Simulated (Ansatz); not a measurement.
## Au: tetragonal deformation path

Method: DFT PBE, scalar-relativistic, plane waves, PAW in Ansatz 0.2.0. The runs took a 420 eV cutoff, a Γ-centred 28×28×28 mesh and Gaussian smearing (0.15 eV). Spin–orbit coupling is left out, which can shift energies with elements as heavy as these. No spin polarisation. Energies are free energies at this smearing, counted from the undisturbed cell; pressure is positive in compression.

The starting cell (relaxed at this level):

```
Au
1.0
     0.00000    2.07904    2.07904
     2.07904    0.00000    2.07904
     2.07904    2.07904    0.00000
Au
1
Cartesian
  0.0000 0.0000 0.0000
```

At fixed volume and fractional coordinates, lengths along (0.000, 0.000, 1.000) are scaled against those across it; ρ is that ratio over its starting value. The cell is metallic on the mesh throughout. At ρ = 0.707 the cell becomes cubic (Im-3m), and there the slope of the energy vanishes by symmetry.

| ρ | ΔE (meV/atom) | pressure (GPa) |
| --- | --- | --- |
| 0.707 | 20.1 | 0.4 |
| 0.780 | ? | ? |
| 0.850 | 11.4 | 0.3 |
| 1.000 | 0.0 | 0.0 |
| 1.200 | 51.3 | 2.3 |
| 1.414 | 281.4 | 12.4 |

(1) Give the withheld values.

Results:

(1) ΔE (meV/atom) at ρ = 0.780: 17.3; pressure (GPa) at ρ = 0.780: 0.4.

Cost: 6 runs of about 4 core-minutes in all, on Intel Xeon Processor @ 2.50GHz (Skylake/Cascade Lake) (shared hosts).